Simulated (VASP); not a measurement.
Input of a VASP 6.6.1 run:

File INCAR:

```
SYSTEM = Ba
ALGO = Normal ; EDIFF = 1E-6
ENCUT = 520 ; GGA = PE
ISIF = 2 ; ISMEAR = 0
LASPH = .True. ; LCHARG = .False.
LREAL = .False. ; LWAVE = .False.
NBANDS = 50 ; NELM = 60
PREC = Accurate ; SIGMA = 0.1
```

File KPOINTS:

```
k-points
0
Gamma
  2 2 2
  0 0 0
```

Contents of POSCAR:

```
Ba
1.0
    8.0774324986      0.0000000000      0.0000000000
    0.0000000000      8.0774324986      0.0000000000
    0.0000000000      0.0000000000      8.0774324986
Ba
8
Direct
    0.5000000000      0.5000000000      0.5000000000
    0.0000000000      0.0000000000      0.0000000000
    0.2500000000      0.0000000000      0.5000000000
    0.5000000000      0.2500000000      0.0000000000
    0.5000000000      0.7500000000      0.0000000000
    0.7500000000      0.0000000000      0.5000000000
    0.0000000000      0.5000000000      0.7500000000
    0.0000000000      0.5000000000      0.2500000000
```

Potentials or basis: VASP PAW PBE potentials, release 64 (Ba_sv).

Launch:

```console
$ cat potpaw_PBE.64/Ba_sv/POTCAR > POTCAR
$ mpirun -np 1 vasp_std > vasp.out
```

Q: What does it give for the band gap on the k mesh?

A: None (metal or under the smearing width).

Q: What does it give for the pressure?

A: -0.3 GPa.

Caveat: the k mesh is coarse (spacing up to 0.39 Å⁻¹), so the values aren't converged. The run has no spin-orbit coupling, so splittings on Ba are missing.
